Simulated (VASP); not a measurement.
# Line-ups at interfaces of AlN, part 2 of 3

Wanted: valence and conduction offsets of GaN, SiC and ZnO on AlN (10-10), and what a better gap does to them.

VASP 6.6.1, plane waves and PAW; the level of theory is named at each step.

So far. Step 3 (Bulk band edges, LDA): The run ends at a pressure of -0.05 GPa, with forces up to 0.0038 eV/Å.

## 6. Bulk band edges, LDA

A bulk run places the partner's levels against the mean potential at its cores.

Level: LDA; plane waves and PAW (Zn, O); cell typed or built by script.

INCAR reads:

```
SYSTEM = ZnO
PREC = Accurate
ENCUT = 520
EDIFF = 1E-06
NELM = 100
ISMEAR = 0
SIGMA = 0.02
LREAL = .FALSE.
ALGO = Normal
GGA = CA
NBANDS = 42
LASPH = .TRUE.
LWAVE = .FALSE.
LCHARG = .FALSE.
KPAR = 8
```

POSCAR reads:

```
ZnO
1.0
    3.0916241270      0.0000000000      0.0000000000
    0.0000000000      4.9492496470      0.0000000000
    0.0000000000      0.0000000000      5.7838133820
Zn O
4 4
Direct
    0.0000000000      0.9944643633      0.0050201843
    0.5000000000      0.9944643633      0.5050201843
    0.0000000000      0.4944643633      0.3283131487
    0.5000000000      0.4944643633      0.8283131487
    0.0000000000      0.3875356367      0.0077976908
    0.5000000000      0.3875356367      0.5077976908
    0.0000000000      0.8875356367      0.3255356422
    0.5000000000      0.8875356367      0.8255356422
```

KPOINTS reads:

```
Automatic mesh
0
Gamma
9 6 5
0 0 0
```

KPOINTS_OPT reads:

```
Line mode
6
Line-mode
Reciprocal
  0.05000000   0.00000000   0.00000000
  0.49500000   0.00000000   0.00000000

  0.49500000   0.00000000   0.49500000
  0.49500000   0.49500000   0.49500000
```

Potentials, in the order of the species: Zn and O (LDA family, release 64).

Run with:

```
$ mpirun -np 8 vasp_std
```

What it wrote:

```text
[... set-up lines as in an earlier step ...]
 entering main loop
       N       E                     dE             d eps       ncg     rms          rms(c)
DAV:   1     0.761440327782E+03    0.76144E+03   -0.36120E+04  5056   0.258E+03
DAV:   2     0.671871499559E+02   -0.69425E+03   -0.67286E+03  5256   0.570E+02
DAV:   3    -0.426090114415E+02   -0.10980E+03   -0.10779E+03  5310   0.213E+02
DAV:   4    -0.482948871602E+02   -0.56859E+01   -0.56509E+01  5984   0.500E+01
[...]
DAV:  13    -0.421613727125E+02   -0.46239E-05   -0.16418E-04  7508   0.130E-01    0.259E-02
DAV:  14    -0.421613625383E+02    0.10174E-04   -0.27378E-05  6372   0.441E-02    0.105E-02
DAV:  15    -0.421613617469E+02    0.79134E-06   -0.53455E-06  5122   0.149E-02
   1 F= -.42161362E+02 E0= -.42161362E+02  d E =-.136488E-23
 Start KPOINTS_OPT (optional k-point list driver)
k-point batch [1-12\12]
       N       E                     dE             ncg
DAV:   1     0.126029825507E+05   -0.20421E+05     1024
DAV:   2     0.478507178994E+04   -0.78179E+04     1016
DAV:   3     0.356565150948E+04   -0.12194E+04     1076
DAV:   4     0.350573647563E+04   -0.59915E+02     1176
DAV:   5     0.350495162522E+04   -0.78485E+00     1184
DAV:   6     0.350493984699E+04   -0.11778E-01     1176
DAV:   7     0.350493957176E+04   -0.27522E-03     1158
DAV:   8     0.350493956258E+04   -0.91795E-05     1000
DAV:   9     0.350493956220E+04   -0.38416E-06      792
```

Wall time 17 s (8 MPI ranks of Intel Xeon 6975P-C (Granite Rapids), shared host); peak memory 3.2 GiB.

From OUTCAR (step 6):

```text
  Total        3.3713966      4.1478696     -0.0130154      0.0000000      0.0000000      0.0000000
  in kB       61.0351634     75.0922909     -0.2356279      0.0000000      0.0000000      0.0000000
  external PRESSURE =      45.2972755 kB  Pullay stress =       0.0000000 kB

 POSITION                                       TOTAL-FORCE (eV/Angst)
 -----------------------------------------------------------------------------------
      0.00000      4.92185      0.02904         0.000000     -0.002935     -0.002470
      1.54581      4.92185      2.92094         0.000000     -0.002935     -0.002470
      0.00000      2.44723      1.89890         0.000000     -0.002935      0.002470
      1.54581      2.44723      4.79081        -0.000000     -0.002935      0.002470
      0.00000      1.91801      0.04510        -0.000000      0.002935     -0.001760
      1.54581      1.91801      2.93701        -0.000000      0.002935     -0.001760
      0.00000      4.39264      1.88284        -0.000000      0.002935      0.001760
      1.54581      4.39264      4.77474        -0.000000      0.002935      0.001760
 -----------------------------------------------------------------------------------
    total drift:                                0.000000      0.002260     -0.000000

  FREE ENERGIE OF THE ION-ELECTRON SYSTEM (eV)
  ---------------------------------------------------
  free  energy   TOTEN  =       -42.1613617469 eV

  energy  without entropy=      -42.1613617469  energy(sigma->0) =      -42.16136175

[... 1 part as in an earlier step ...]

[... 2 further parts left out ...]
[key lines of the parts left out:]
E-fermi :   1.7738
```

Read from the output:

* energy(sigma→0) of the program: -42.1614 eV
* stress, compression positive: xx, yy, zz 6.10, 7.51, -0.02 GPa

The run ends at a pressure of 4.53 GPa, with forces up to 0.0038 eV/Å.

## 7. Bulk band edges, HSE06

At this level only the shift of the partner's edges against the mean potential of the cell is used.

Level: HSE06; plane waves and PAW (Zn, O); cell typed or built by script.

INCAR reads:

```
SYSTEM = ZnO
PREC = Accurate
ENCUT = 520
EDIFF = 1E-06
NELM = 100
ISMEAR = 0
SIGMA = 0.02
LREAL = .FALSE.
ALGO = Normal
LHFCALC = .TRUE.
AEXX = 0.25
GGA = PE
HFSCREEN = 0.2
LASPH = .TRUE.
NBANDS = 42
PRECFOCK = Fast
LWAVE = .FALSE.
LCHARG = .FALSE.
KPAR = 4
```

POSCAR is that of step 6.

KPOINTS reads:

```
Automatic mesh
0
Gamma
5 3 3
0 0 0
```

KPOINTS_OPT is that of step 6.

Run with:

```
$ mpirun -np 8 vasp_std
```

What it wrote:

```text
[banner, memory and clock lines left out]
running    8 mpi-ranks, on    1 nodes
[...]
[... a notice as in an earlier step ...]

 [... a notice as in an earlier step ...]

 LDA part: xc-table for (Slater+PW92), standard interpolation
 found WAVECAR, reading the header
 POSCAR, INCAR and KPOINTS ok, starting setup
[...]
reading WAVECAR
 the WAVECAR file was read successfully
 initial charge from wavefunction
 entering main loop
       N       E                     dE             d eps       ncg     rms          rms(c)
DAV:   1    -0.453659221324E+02   -0.45366E+02   -0.66437E+00  1202   0.544E+01    0.516E+00
DAV:   2    -0.451419982648E+02    0.22392E+00   -0.18472E+00  1246   0.196E+01    0.157E+00
DAV:   3    -0.451348303972E+02    0.71679E-02   -0.24368E-01  1284   0.595E+00    0.768E-01
DAV:   4    -0.451363262008E+02   -0.14958E-02   -0.18021E-02  1158   0.847E-01    0.446E-01
[...]
DAV:  10    -0.451344036458E+02    0.35671E-05   -0.22110E-06   810   0.126E-02    0.175E-02
DAV:  11    -0.451344026153E+02    0.10305E-05   -0.13374E-06   732   0.960E-03    0.105E-02
DAV:  12    -0.451344022820E+02    0.33337E-06   -0.35751E-07   692   0.745E-03
   1 F= -.45134402E+02 E0= -.45134402E+02  d E =-.102008E-16
 Start KPOINTS_OPT (optional k-point list driver)
k-point batch [1-12\12]
       N       E                     dE             ncg
DAV:   1     0.557106089011E+04   -0.19159E+05     1008
DAV:   2    -0.340262384960E+04   -0.89737E+04     1008
DAV:   3    -0.485078132936E+04   -0.14482E+04     1050
DAV:   4    -0.494711264564E+04   -0.96331E+02     1174
DAV:   5    -0.494971709754E+04   -0.26045E+01     1158
DAV:   6    -0.494975446452E+04   -0.37367E-01     1166
DAV:   7    -0.494975518618E+04   -0.72166E-03     1148
DAV:   8    -0.494975520521E+04   -0.19036E-04      966
DAV:   9    -0.494975520584E+04   -0.62835E-06      754
```

Elapsed: 8.9 min, on 8 MPI ranks; peak memory 2.8 GiB.

Parts of OUTCAR (step 7):

```text
 POSITION                                       TOTAL-FORCE (eV/Angst)
 -----------------------------------------------------------------------------------
      0.00000      4.92185      0.02904        -0.000000     -0.041649      0.005504
      1.54581      4.92185      2.92094        -0.000000     -0.041649      0.005504
      0.00000      2.44723      1.89890        -0.000000     -0.041649     -0.005504
      1.54581      2.44723      4.79081         0.000000     -0.041649     -0.005504
      0.00000      1.91801      0.04510        -0.000000      0.041649      0.006132
      1.54581      1.91801      2.93701        -0.000000      0.041649      0.006132
      0.00000      4.39264      1.88284        -0.000000      0.041649     -0.006132
      1.54581      4.39264      4.77474        -0.000000      0.041649     -0.006132
 -----------------------------------------------------------------------------------
    total drift:                                0.000000      0.001305     -0.000024

  FREE ENERGIE OF THE ION-ELECTRON SYSTEM (eV)
  ---------------------------------------------------
  free  energy   TOTEN  =       -45.1344022820 eV

  energy  without entropy=      -45.1344022820  energy(sigma->0) =      -45.13440228

[... 1 part as in an earlier step ...]

[... 2 further parts left out ...]
[key lines of the parts left out:]
E-fermi :   0.8603
```

This run gave:

```
energy(sigma→0) of the program : -45.1344 eV
```

## 8. Relax the interface, LDA

Superlattice of 16 atoms of AlN and 16 of ZnO on the AlN lattice. Atoms relax, and the height is moved while the normal stress exceeds 0.4 GPa, three times at most, by secant steps.

Level: LDA; plane waves and PAW (Al, N, Zn, O).

System, named by how it was started: AlN/ZnO (10-10). The cell holds 32 atoms: 8 Al, 8 N, 8 Zn and 8 O. Cell: a = 3.092 Å, b = 4.949 Å, c = 22.199 Å, α = 90.0°, β = 90.0°, γ = 90.0°. It derives from AlN and ZnO. Superlattice of 16 atoms of AlN and 16 of ZnO on the AlN lattice. The structure's axis is c.

INCAR reads:

```
SYSTEM = AlZnNO
PREC = Normal
ENCUT = 520
EDIFF = 1E-05
NELM = 120
ISMEAR = 0
SIGMA = 0.05
LREAL = Auto
ALGO = Fast
GGA = CA
NBANDS = 128
LASPH = .TRUE.
LORBIT = 11
LWAVE = .FALSE.
LCHARG = .FALSE.
KPAR = 4
NCORE = 2
IBRION = 2
NSW = 60
ISIF = 2
EDIFFG = -0.03
POTIM = 0.4
MAXMIX = 40
ISYM = 2
```

POSCAR reads:

```
AlZnNO
1.0
    3.0916241270      0.0000000000      0.0000000000
    0.0000000000      4.9492496470      0.0000000000
    0.0000000000      0.0000000000     22.1993463840
Al N Zn O
8 8 8 8
Direct
    0.0000000000      0.0000708380      0.9999999910
    0.0000000000      0.5000708380      0.0804053650
    0.5000000000      0.0000708380      0.1206080250
    0.5000000000      0.5000708380      0.2010133990
    0.0000000000      0.0000708380      0.2412160590
    0.0000000000      0.5000708380      0.3216214330
    0.5000000000      0.0000708380      0.3618240930
    0.5000000000      0.5000708380      0.4422294670
    0.0000000000      0.3819291620      0.9999998190
    0.0000000000      0.8819291620      0.0804055370
    0.5000000000      0.3819291620      0.1206078530
    0.5000000000      0.8819291620      0.2010135710
    0.0000000000      0.3819291620      0.2412158870
    0.0000000000      0.8819291620      0.3216216050
    0.5000000000      0.3819291620      0.3618239210
    0.5000000000      0.8819291620      0.4422296390
    0.0000000000      0.9944643630      0.4835946220
    0.0000000000      0.4944643630      0.5678253080
    0.5000000000      0.9944643630      0.6138645250
    0.5000000000      0.4944643630      0.6980952110
    0.0000000000      0.9944643630      0.7441344280
    0.0000000000      0.4944643630      0.8283651140
    0.5000000000      0.9944643630      0.8744043300
    0.5000000000      0.4944643630      0.9586350160
    0.0000000000      0.3875356370      0.4843182730
    0.0000000000      0.8875356370      0.5671016570
    0.5000000000      0.3875356370      0.6145881760
    0.5000000000      0.8875356370      0.6973715600
    0.0000000000      0.3875356370      0.7448580790
    0.0000000000      0.8875356370      0.8276414630
    0.5000000000      0.3875356370      0.8751279810
    0.5000000000      0.8875356370      0.9579113650
```

KPOINTS reads:

```
Automatic mesh
0
Gamma
7 5 1
0 0 0
```

Potentials, in the order of the species: Al, N, Zn and O (LDA family, release 64).

Run with:

```
$ mpirun -np 8 vasp_std
```

What it wrote:

```text
[banner, memory and clock lines left out]
running    8 mpi-ranks, on    1 nodes
[...]
LDA part: xc-table for (Slater(with rela. corr.)+CA(PZ))
 , standard interpolation
 POSCAR, INCAR and KPOINTS ok, starting setup
[...]
entering main loop
       N       E                     dE             d eps       ncg     rms          rms(c)
DAV:   1     0.247668712142E+04    0.24767E+04   -0.90096E+04  3072   0.201E+03
DAV:   2     0.317420410211E+03   -0.21593E+04   -0.20304E+04  3072   0.548E+02
DAV:   3    -0.197448230080E+03   -0.51487E+03   -0.49051E+03  3320   0.232E+02
DAV:   4    -0.247659260495E+03   -0.50211E+02   -0.49554E+02  3584   0.787E+01
[...]
RMM:  15    -0.215016824344E+03    0.69916E-05   -0.49378E-04  3142   0.732E-02    0.426E-02
RMM:  16    -0.215016822389E+03    0.19548E-05   -0.14843E-04  2949   0.488E-02    0.124E-02
RMM:  17    -0.215016824748E+03   -0.23590E-05   -0.45881E-05  2274   0.180E-02
   1 F= -.21501682E+03 E0= -.21501682E+03  d E =-.215017E+03
[...]
5 F= -.21543153E+03 E0= -.21543152E+03  d E =-.392506E-01
   6 F= -.21544368E+03 E0= -.21544367E+03  d E =-.121555E-01
   7 F= -.21544385E+03 E0= -.21544384E+03  d E =-.123200E-01
   8 F= -.21544860E+03 E0= -.21544858E+03  d E =-.474948E-02
   9 F= -.21544963E+03 E0= -.21544961E+03  d E =-.578467E-02
  10 F= -.21545325E+03 E0= -.21545324E+03  d E =-.361898E-02
  11 F= -.21545386E+03 E0= -.21545385E+03  d E =-.422998E-02
  12 F= -.21545693E+03 E0= -.21545692E+03  d E =-.307041E-02
  13 F= -.21545748E+03 E0= -.21545746E+03  d E =-.362073E-02
  14 F= -.21545889E+03 E0= -.21545888E+03  d E =-.141221E-02
  15 F= -.21545900E+03 E0= -.21545898E+03  d E =-.151787E-02
  16 F= -.21546050E+03 E0= -.21546049E+03  d E =-.150283E-02
  17 F= -.21546061E+03 E0= -.21546060E+03  d E =-.160877E-02
  18 F= -.21546190E+03 E0= -.21546189E+03  d E =-.128908E-02
  19 F= -.21546193E+03 E0= -.21546192E+03  d E =-.132543E-02
  20 F= -.21546263E+03 E0= -.21546262E+03  d E =-.696566E-03
  21 F= -.21546277E+03 E0= -.21546276E+03  d E =-.840553E-03
  22 F= -.21546336E+03 E0= -.21546334E+03  d E =-.580991E-03
 trial-energy change:   -0.000581  1 .order   -0.000544   -0.000747   -0.000342
 step:   2.2647(harm=  2.2647)  dis= 0.00596  next Energy=  -215.463463 (dE=-0.689E-03)
 reached required accuracy - stopping structural energy minimisation
```

Elapsed: 3.5 min, on 8 MPI ranks; peak memory 2.4 GiB; 28 min of CPU time.

Parts of OUTCAR (step 8):

```text
  Total        9.1617826     10.9242568      0.3990592      0.0000000      0.0000000      0.0000000
  in kB       43.2139860     51.5271646      1.8822691      0.0000000      0.0000000      0.0000000
  external PRESSURE =      32.2078066 kB  Pullay stress =       0.0000000 kB

 POSITION                                       TOTAL-FORCE (eV/Angst)
 -----------------------------------------------------------------------------------
      0.00000      0.02234      0.02303         0.000000     -0.018210      0.002667
      0.00000      2.43980      1.77457         0.000000     -0.002002      0.021426
      1.54581      4.93173      2.67132         0.000000     -0.015725      0.023920
      1.54581      2.45314      4.46553         0.000000     -0.005092      0.019849
      0.00000      4.92776      5.35167         0.000000     -0.005092     -0.019849
      0.00000      2.45711      7.14588         0.000000     -0.015725     -0.023920
      1.54581      4.91442      8.04263         0.000000     -0.002002     -0.021426
      1.54581      2.49696      9.79417         0.000000     -0.018210     -0.002667
      0.00000      1.83306      0.04132         0.000000      0.004930      0.007662
      0.00000      4.33201      1.76360         0.000000      0.001379     -0.029059
      1.54581      1.86802      2.68919         0.000000     -0.019550      0.007089
      1.54581      4.34387      4.45188         0.000000      0.000224     -0.008975
      0.00000      1.86925      5.36533         0.000000      0.000224      0.008975
      0.00000      4.34264      7.12801         0.000000     -0.019550     -0.007089
[...]
-----------------------------------------------------------------------------------
    total drift:                                0.000000     -0.034635      0.092516

  FREE ENERGIE OF THE ION-ELECTRON SYSTEM (eV)
  ---------------------------------------------------
  free  energy   TOTEN  =      -215.4633550638 eV

  energy  without entropy=     -215.4633309680  energy(sigma->0) =     -215.46334302

[... 1 part as in an earlier step ...]

[... 3 further parts left out ...]
[key lines of the parts left out:]
E-fermi :   5.1411
```

This run gave:

| Quantity | Value |
| --- | --- |
| energy(sigma→0) of the program | -215.4633 eV |
| stress, compression positive | xx, yy, zz 4.32, 5.15, 0.19 GPa |
| ionic steps | 22 |

(Part 2 of 3 ends here.)

[Lines on the potential files, build, host, timing and source positions are cut from VASP's logs without a mark.]

[Logs are printed without paths, hosts, clocks, repeated set-up lines and the standing remarks that a program may print on its own settings, such as how far it seeks lower states.]

[Hosts, paths, dates, database ids (printed as entryN), source tags and the programs' standing remarks are cut or masked in the printed files.]

[In band tables of VASP the shares of atoms and orbitals are scaled to a sum of 1 inside the atoms' spheres.]
